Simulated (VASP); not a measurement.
Here is a VASP 6.6.1 calculation.

File INCAR:

```
SYSTEM = Cu2O
PREC = Accurate
ENCUT = 400
EDIFF = 1E-6
ISMEAR = -1
SIGMA = 0.05
LREAL = .False.
LASPH = .True.
NELM = 100
ALGO = Normal
ISIF = 2
LWAVE = .False.
LCHARG = .False.
LMAXMIX = 4
GGA = PE
```

Contents of KPOINTS:

```
regular mesh
0
Gamma
  6 6 6
  0 0 0
```

Contents of POSCAR:

```
Cu2O
1.0
    4.2600000000      0.0000000000      0.0000000000
    0.0000000000      4.2600000000      0.0000000000
    0.0000000000      0.0000000000      4.2600000000
Cu O
4 2
Direct
    0.7500000000      0.2500000000      0.7500000000
    0.7500000000      0.7500000000      0.2500000000
    0.2500000000      0.7500000000      0.7500000000
    0.2500000000      0.2500000000      0.2500000000
    0.5000000000      0.5000000000      0.5000000000
    0.0000000000      0.0000000000      0.0000000000
```

The input KPOINTS_OPT:

```
path GXMGRX,MR
20
line-mode
reciprocal
 0.0000000000  0.0000000000  0.0000000000  G
 0.0000000000  0.5000000000  0.0000000000  X

 0.0000000000  0.5000000000  0.0000000000  X
 0.5000000000  0.5000000000  0.0000000000  M

 0.5000000000  0.5000000000  0.0000000000  M
 0.0000000000  0.0000000000  0.0000000000  G

 0.0000000000  0.0000000000  0.0000000000  G
 0.5000000000  0.5000000000  0.5000000000  R

 0.5000000000  0.5000000000  0.5000000000  R
 0.0000000000  0.5000000000  0.0000000000  X

 0.5000000000  0.5000000000  0.0000000000  M
 0.5000000000  0.5000000000  0.5000000000  R
```

Potentials or basis: VASP PAW PBE potentials, release 64 (Cu, O_s).

Run with:

```sh
$ cat potpaw_PBE.64/Cu/POTCAR potpaw_PBE.64/O_s/POTCAR > POTCAR
$ mpirun -np 1 vasp_std > vasp.out
```

(1) What does it give for the pressure?

(2) What does it give for the band gap along the path?

(3) What does it give for the band gap on the k mesh?

Answers

(1) 4.2 GPa.

(2) 0.54 eV, direct.

(3) 0.54 eV, direct.

**What was measured.**

“Importance of surface oxygen vacancies for ultrafast hot carrier relaxation and transport in Cu2O”, 2021, arxiv:2103.03167 quotes, for a bulk crystal of Cu2O: band gap 2.17 eV (direct).

A measured gap of Cu2O is 2.17 eV (direct; quoted in “Importance of surface oxygen vacancies for ultrafast hot carrier relaxation and transport in Cu2O”, 2021, arxiv:2103.03167); the calculated 0.54 eV misses it by -1.63 eV. So large a miss can be the level of theory's own, or it may mean another phase, state or a wrong row. The value is that of PBE, without temperature or zero-point motion. Semilocal functionals fall short of measured gaps as a rule.
